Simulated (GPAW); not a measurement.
## WC (Qusongite) in GPAW: the effect of target pressure

The system is WC (Qusongite).

```
W C
1.0
     2.90650    0.00000    0.00000
    -1.45325    2.51710    0.00000
     0.00000    0.00000    2.83660
W C
1 1
Direct
  0.00000 0.00000 0.00000
  0.66667 0.33333 0.50000
```

Alike in all runs:

- Program: GPAW 26.7.0
- Task: relaxation of cell and atoms
- Functional: PBEsol
- Potentials or basis: PAW data sets generated in the run's folder for this functional
- Cutoff: 800 eV
- Basis: pw
- k mesh: 8 × 8 × 7
- Occupations: fermi-dirac, width 0.05 eV
- Spin: no spin polarisation

Each run relaxes the cell or the atoms first.

```csv
target pressure,target pressure,relaxed volume (Å³/atom)
0 GPa,-,10.27
2 GPa,2 GPa,10.22
5 GPa,5 GPa,10.15
10 GPa,10 GPa,?
20 GPa,20 GPa,9.83
30 GPa,30 GPa,9.64
```

Problem. What does the run with target pressure 10 GPa give?

Solution. Relaxed volume 10.04 Å³/atom.

Worked out: In Murnaghan's law V^(-B') rises as a straight line in P. The other rows fit best with B' = 3.8, V0 = 10.27 Å³/atom and B0 = 420 GPa, which gives 10.04 Å³/atom at 10 GPa, against the run's 10.04.

Caveats: later steps reuse the first step's grids.

Runs at the PBE level aren't shown here.
